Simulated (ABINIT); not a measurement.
The system is Li.

```
CELL_PARAMETERS angstrom
1.55050 0.89518 7.58830
-1.55050 0.89518 7.58830
0.00000 -1.79036 7.58830
ATOMIC_POSITIONS crystal
Li 0.77800 0.77800 0.77800
Li 0.22200 0.22200 0.22200
Li 0.00000 0.00000 0.00000
```

This isn't the form of Li at room conditions, which is bcc.

- Program: ABINIT 10.8.3 (patched build)
- Task: single point
- Functional: PBE
- Potentials or basis: JTH PAW PBE v2.0
- Cutoff: 408 eV
- k mesh: 10 × 10 × 10
- Occupations: fermi-dirac, width 0.05 eV
- Spin: no spin polarisation

On this cell: pressure -0.5 GPa; largest force 0.008 eV/Å; band gap on the k mesh none (metal or under the smearing width).

The same run follows on a disturbed copy (atoms moved at random, drawn with an rms of 0.05 Å):

```
Li
1.0
     1.55050    0.89518    7.58830
    -1.55050    0.89518    7.58830
     0.00000   -1.79036    7.58830
Li
3
Direct
  0.77954 0.77326 0.77407
  0.21080 0.23411 0.22113
  0.00557 0.00434 0.98918
```

What does the disturbed cell give?

The energy (extrapolated to zero smearing) moves by +0.4 meV/atom; pressure -0.5 GPa; largest force 0.050 eV/Å; band gap on the k mesh none (metal or under the smearing width).

Forces in eV/Å, atoms in the order of the input:
```
Li  -0.004  0.003  0.049
Li   0.007  0.002 -0.025
Li  -0.003 -0.005 -0.024
```

Stress tensor (GPa, compression positive):
```
-0.40 -0.05  0.00
-0.05 -0.40  0.00
 0.00  0.00 -0.79
```
